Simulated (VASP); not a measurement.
Here is a VASP 6.6.1 calculation.

INCAR

```
ALGO = Fast
EDIFF = 1E-7
EDIFFG = -0.005
ENCUT = 480
GGA = PS
IBRION = 2
ISIF = 3
ISMEAR = 0
LASPH = True
LCHARG = False
LREAL = False
LWAVE = False
NELM = 80
NSW = 90
PREC = Accurate
SIGMA = 0.02
```

KPOINTS

```
k-points
0
Gamma
  9 9 6
```

POSCAR

```
Se
1.0
    4.5048207000      0.0000000000      0.0000000000
   -2.2524103500      3.9012891700      0.0000000000
    0.0000000000      0.0000000000      4.9787963200
Se
3
Direct
    0.2178929800      0.0000000000      0.3333333300
    0.0000000000      0.2178929800      0.6666666700
    0.7821070200      0.7821070200      0.0000000000
```

Potentials or basis: VASP PAW PBE potentials, release 64 (Se).

Run with:

```bash
$ cat potpaw_PBE.64/Se/POTCAR > POTCAR
$ mpirun -np 1 vasp_std > vasp.out
```

(1) Estimate the band gap on the k mesh.

(2) Estimate the relaxed cell.

(3) What does it give for the relaxed volume?

(4) Predict the space group after relaxing (to 0.05 Å).

## Answers

(1) 0.43 eV, direct.

(2) a = 4.035 Å, b = 4.035 Å, c = 5.126 Å, α = 90.00°, β = 90.00°, γ = 120.00°.

(3) 24.09 Å³/atom.

(4) P3_121 (No. 152).

Caveat: the volume moved by over 15 % at a fixed basis, so the end points are rough; the PAW data sets were made with another functional, which shifts forces and pressure a little; an odd mesh through Γ misses points on the zone boundary, where band edges often lie.
